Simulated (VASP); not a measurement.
**CaSe: single point with LAK**

CaSe:

```xyz
2
Lattice="0.0000 3.3000 3.3000 3.3000 0.0000 3.3000 3.3000 3.3000 0.0000" Properties=species:S:1:pos:R:3 pbc="T T T"
Se    4.9500    4.9500    4.9500
Ca    0.0000    0.0000    0.0000
```

The cell comes from a database or a generator and needn't be the stable form of this composition.

| Item | Value |
| --- | --- |
| Program | VASP 6.6.1 |
| Task | single point |
| Functional | LAK |
| Potentials or basis | VASP PAW PBE potentials, release 64 (Se_GW, Ca_sv_GW) |
| Cutoff | 550 eV |
| k mesh | 5 × 5 × 5 |
| Occupations | tetrahedron |
| Spin | spin-orbit coupling, no magnetisation |
| Further INCAR settings | ALGO = Normal; EDIFF = 1.00e-07; NBANDS = 28 |

The pressure is -0.3 GPa and the valence electrons inside the program's atomic spheres are Se 3.84; Ca 8.28.

It took 24 min on 1 thread of Intel(R) Xeon(R) Platinum 8488C (Sapphire Rapids), with other jobs on the host, peak memory 0.57 GiB.

Caveat: the PAW data sets were made with another functional, which shifts forces and pressure a little.
